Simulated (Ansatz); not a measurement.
With plane-wave PAW PBEsol (Ansatz code), ZrO2 in the monoclinic phase (P2_1/c; Zr on 4e, O on 4e, O on 4e) relaxes to a = 5.128 Å, b = 5.211 Å, c = 5.296 Å, β = 99.6°. Against the elements it lies at -3.48 eV/atom, with no fitted shifts.

The Kohn–Sham gap is 3.59 eV (indirect). The screened hybrid HSE06 puts the gap at 5.21 eV. Gap from PBEsol with spin–orbit coupling: 3.59 eV. Electrons at the band edge weigh 0.98, 0.98, 11 mₑ (principal values). The hole mass is 1.9, 2.1, 17 mₑ (principal values).

Symmetry was held in the PBEsol relaxation. The run is not spin-polarised. The references are the lowest solids computed at this level, not always the standard phases (solids in place of the gases). Scalar-relativistic: spin–orbit coupling is off unless named, which matters more the heavier the elements.

Potentials: the later of the program's two PAW sets.
